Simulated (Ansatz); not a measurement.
Geometry optimisation in Ansatz: input, command and trajectory.

```yaml
crystal:
  lattice:
    - [0.0, 4.004311846, 4.004311846]
    - [4.004311846, 0.0, 4.004311846]
    - [3.7625420742, 3.7625420742, 0.2417697718]
  atoms:
    - { symbol: Sc, position: [0.4991851022, 0.4991851022, 0.5024446934] }
    - { symbol: Sc, position: [0.7508148978, 0.7508148978, 0.7475553066] }
    - { symbol: Al, position: [0.125, 0.125, 0.125] }
    - { symbol: Al, position: [0.625, 0.125, 0.125] }
    - { symbol: Al, position: [0.125, 0.625, 0.125] }
    - { symbol: Al, position: [0.125, 0.125, 0.625] }
basis:
  ecutwfc: 500
kpoints:
  mp_grid: { grid: [8, 8, 8] }
hamiltonian:
  xc: r2scan
scf:
  occupations: { method: gaussian, width: 0.1 }
output:
  forces: true
  stress: true
  eigenvalues: true
relax:
  adjacent_minimum: "off"
  f_tol: 0.008
  max_steps: 40
  cell: { stress_tol: 0.015, fix: [a, b, gamma] }
```

```bash
ansatz run input.yaml --threads 1 --pin off --max-ram 2560MiB --backend cpu --events-out ev --progress --plain --runs-dir out
```

Theory: Ansatz, DFT r2SCAN, scalar-relativistic, plane waves, PAW.

Of 5 frames 4 are shown, positions in Å and forces in eV/Å; the SCF threshold varies from step to step. Steps run on the plane waves of an earlier cell, with a Pulay correction in the pressure. The basis is chosen afresh for the last frame, the zero of the energies, and at times for earlier ones too; energy and pressure step there, also at an unchanged geometry.

```xyz
6
Lattice="0.0000 4.0043 4.0043 4.0043 0.0000 4.0043 3.7625 3.7625 0.2418" Properties=species:S:1:pos:R:3:forces:R:3 pbc="T T T" step=1 free_energy_over_end_meV_per_atom=1.81 pressure_GPa=-5.57
Sc    3.8894    3.8894    4.1193    0.0116    0.0116   -0.0116
Sc    5.8192    5.8192    6.1937   -0.0116   -0.0116    0.0116
Al    0.9709    0.9709    1.0313    0.0000    0.0000    0.0000
Al    0.9709    2.9730    3.0335    0.0000    0.0000    0.0000
Al    2.9730    0.9709    3.0335    0.0000    0.0000    0.0000
Al    2.8521    2.8521    1.1522    0.0000    0.0000    0.0000
6
Lattice="0.0000 4.0043 4.0043 4.0043 0.0000 4.0043 3.8052 3.8052 0.1991" Properties=species:S:1:pos:R:3:forces:R:3 pbc="T T T" step=2 free_energy_over_end_meV_per_atom=0.44 pressure_GPa=-6.98
Sc    3.9167    3.9167    4.0919   -0.0249   -0.0249    0.0249
Sc    5.8452    5.8452    6.1678    0.0249    0.0249   -0.0249
Al    0.9762    0.9762    1.0260    0.0000    0.0000    0.0000
Al    0.9762    2.9783    3.0281    0.0000    0.0000    0.0000
Al    2.9783    0.9762    3.0281    0.0000    0.0000    0.0000
Al    2.8788    2.8788    1.1255    0.0000    0.0000    0.0000
6
Lattice="0.0000 4.0043 4.0043 4.0043 0.0000 4.0043 3.7932 3.7932 0.2111" Properties=species:S:1:pos:R:3:forces:R:3 pbc="T T T" step=3 free_energy_over_end_meV_per_atom=0.06 pressure_GPa=-6.61
Sc    3.9063    3.9063    4.1023    0.0036    0.0036   -0.0036
Sc    5.8405    5.8405    6.1724   -0.0036   -0.0036    0.0036
Al    0.9747    0.9747    1.0275    0.0000    0.0000    0.0000
Al    0.9747    2.9768    3.0296    0.0000    0.0000    0.0000
Al    2.9768    0.9747    3.0296    0.0000    0.0000    0.0000
Al    2.8713    2.8713    1.1330    0.0000    0.0000    0.0000
6
Lattice="0.0000 4.0043 4.0043 4.0043 0.0000 4.0043 3.7925 3.7925 0.2118" Properties=species:S:1:pos:R:3:forces:R:3 pbc="T T T" step=5 free_energy_over_end_meV_per_atom=0.00 pressure_GPa=-6.58
Sc    3.9066    3.9066    4.1021   -0.0005   -0.0005    0.0005
Sc    5.8394    5.8394    6.1735    0.0005    0.0005   -0.0005
Al    0.9746    0.9746    1.0276    0.0000    0.0000    0.0000
Al    0.9746    2.9768    3.0297    0.0000    0.0000    0.0000
Al    2.9768    0.9746    3.0297    0.0000    0.0000    0.0000
Al    2.8708    2.8708    1.1335    0.0000    0.0000    0.0000
```

The run took 2.6 min on 1 thread of AMD EPYC 7R43 64-Core Processor (Zen 3) (shared host), peak memory 0.9 GiB.